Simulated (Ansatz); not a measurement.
The system is HfC.

```xyz
2
Lattice="0.0000 2.3250 2.3250 2.3250 0.0000 2.3250 2.3250 2.3250 0.0000" Properties=species:S:1:pos:R:3 pbc="T T T"
Hf    2.3250    2.3250    2.3250
C     0.0000    0.0000    0.0000
```

| Property | Result |
| --- | --- |
| Program | Ansatz 0.2.0 |
| Task | relaxation of cell and atoms |
| Functional | PBE |
| Dispersion | D3(BJ) |
| Potentials or basis | all-electron LAPW, scalar-relativistic |
| Basis error allowed | 0.001 eV/atom |
| k mesh | 10 × 10 × 10 |
| Occupations | fermi-dirac, width 0.05 eV |
| Spin | no spin polarisation |

At the start: volume 12.57 Å³/atom.

How do energy, volume and symmetry change on relaxing?

Over 5 steps the energy falls by 3.4 meV/atom and the volume is 12.33 Å³/atom (-1.9 %); space group Fm-3m (No. 225, to 0.05 Å).

The path:
| step | energy change (eV) | largest force (eV/Å) | volume (Å³) |
| --- | --- | --- | --- |
| 1 | 0.0000 | 0.0000 | 25.14 |
| 2 | -0.0030 | 0.0000 | 24.31 |
| 3 | -0.0068 | 0.0000 | 24.67 |
| 4 | -0.0069 | 0.0000 | 24.66 |
| 5 | -0.0069 | 0.0000 | 24.66 |

Final structure:
```yaml
crystal:
  lattice:
    - [0.00000, 2.31012, 2.31012]
    - [2.31012, 0.00000, 2.31012]
    - [2.31012, 2.31012, 0.00000]
  atoms:
    - { symbol: Hf, position: [0.50000, 0.50000, 0.50000] }
    - { symbol: C, position: [0.00000, 0.00000, 0.00000] }
```
